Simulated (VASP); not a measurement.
A run of VASP 6.6.1 is set up as follows.

The input INCAR:

```
SYSTEM = BaS
ALGO = Normal ; EDIFF = 1E-6
EDIFFG = -0.005 ; ENCUT = 600
GGA = PE ; IBRION = 2
ISIF = 3 ; ISMEAR = -1
LASPH = .TRUE. ; LCHARG = .FALSE.
LREAL = .FALSE. ; LWAVE = .FALSE.
NELM = 100 ; NSW = 100
PREC = Accurate ; SIGMA = 0.02
```

KPOINTS

```
k-points
0
G
  7 7 7
  0 0 0
```

Contents of POSCAR:

```
BaS
1.0
    0.0000000000      3.2767414078      3.2767414078
    3.2767414078      0.0000000000      3.2767414078
    3.2767414078      3.2767414078      0.0000000000
Ba S
1 1
Direct
    0.0000000000      0.0000000000      0.0000000000
    0.5000000000      0.5000000000      0.5000000000
```

Potentials or basis: VASP PAW PBE potentials, release 64 (Ba_sv, S).

The run is started by

```console
$ cat potpaw_PBE.64/Ba_sv/POTCAR potpaw_PBE.64/S/POTCAR > POTCAR
$ mpirun -np 1 vasp_std > vasp.out
```

Task: What does it give for the relaxed volume?

Result: 33.65 Å³/atom.

Task: What does it give for the band gap on the k mesh?

Result: 2.22 eV, indirect (least direct gap 2.38 eV).

Task: What does it give for the relaxed cell?

Result: a = 4.566 Å, b = 4.566 Å, c = 4.566 Å, α = 60.00°, β = 60.00°, γ = 60.00°.

Final structure:
```cif
data_structure
_symmetry_space_group_name_H-M 'P 1'
_symmetry_Int_Tables_number 1
_cell_length_a 4.5656
_cell_length_b 4.5656
_cell_length_c 4.5656
_cell_angle_alpha 60.000
_cell_angle_beta 60.000
_cell_angle_gamma 60.000
_cell_volume 67.30
loop_
_atom_site_label
_atom_site_type_symbol
_atom_site_fract_x
_atom_site_fract_y
_atom_site_fract_z
_atom_site_occupancy
Ba1 Ba 0.00000 0.00000 0.00000 1
S1 S 0.50000 0.50000 0.50000 1
```

Caveat: spin-orbit coupling is left out, which moves the levels of the heavy elements; an odd mesh through Γ misses points on the zone boundary, where band edges often lie.
